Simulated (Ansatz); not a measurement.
Crystal: CuO.

```
CELL_PARAMETERS angstrom
0.00000 2.32725 2.32725
2.32725 0.00000 2.32725
2.32725 2.32725 0.00000
ATOMIC_POSITIONS crystal
Cu 0.00000 0.00000 0.00000
O 0.25000 0.25000 0.25000
```

Measurements of this composition are mostly on another form, of space group No. 15.

Base run:

```yaml
Program: Ansatz 0.2.0
Functional: BLYP
Potentials_or_basis: Ansatz PAW
Cutoff: "420 eV (not typed: the program's choice for these potentials)"
k_mesh: 10 × 10 × 10
Occupations: fermi-dirac, width 0.05 eV
Spin: no spin polarisation
```

Its results: band gap on the k mesh none (metal or under the smearing width); pressure -5.2 GPa.

Task: The run is repeated on the same cell with these changes: functional from BLYP to PBE; cutoff from 420 eV (not typed: the program's choice for these potentials) to 500 eV. What comes out?

Result: Band gap on the k mesh none (metal or under the smearing width); pressure -9.6 GPa.

PBE binds more tightly than BLYP, so the same cell stands under less pressure.

Caveats: an odd number of electrons without spin polarisation forces a metal; a magnetic or distorted state may lie lower; the run has no spin polarisation, though such a crystal can be magnetic; semilocal functionals often make such compounds metallic where correlation or magnetic order opens a gap, which also shifts bond lengths; the PAW data sets come from PBE, with cores solved anew for the run's functional, which leaves a small shift of forces and pressure (some runs).
